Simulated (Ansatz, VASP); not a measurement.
# HfN: VASP beside Ansatz

```
CELL_PARAMETERS angstrom
0.00000 2.23449 2.23449
2.23449 0.00000 2.23449
2.23449 2.23449 0.00000
ATOMIC_POSITIONS crystal
Hf 0.00000 0.00000 0.00000
N 0.50000 0.50000 0.50000
```

Alike in both runs: functional LDA; k mesh 22 × 22 × 22; occupations fermi-dirac, width 0.15 eV; no spin polarisation.

Ansatz relaxed the structure, and its values are those at the end. VASP's run is a single point on that final structure, the one shown.

```csv
,VASP,Ansatz
version,VASP 6.6.1,Ansatz 0.2.0
potentials or method,"VASP PAW LDA potentials, release 64 (Hf_pv, N)","scalar-relativistic, plane waves, PAW"
plane-wave cutoff (eV),520,420
valence electrons in the cell,15,31
```

VASP gave:

* gap on the k mesh at the Fermi level (eV): none
* pressure (GPa): -1.3

Task: Which values does Ansatz return?

Result: gap on the k mesh at the Fermi level (eV): none; pressure (GPa): 0.0.

A gap of «none» marks a metal or a gap that the smearing closes. The two sets of potentials don't hold the same shells in valence. Ansatz warned: «pseudo_functional_mismatch».

Spin-orbit coupling is left out, which matters for the levels of Hf.
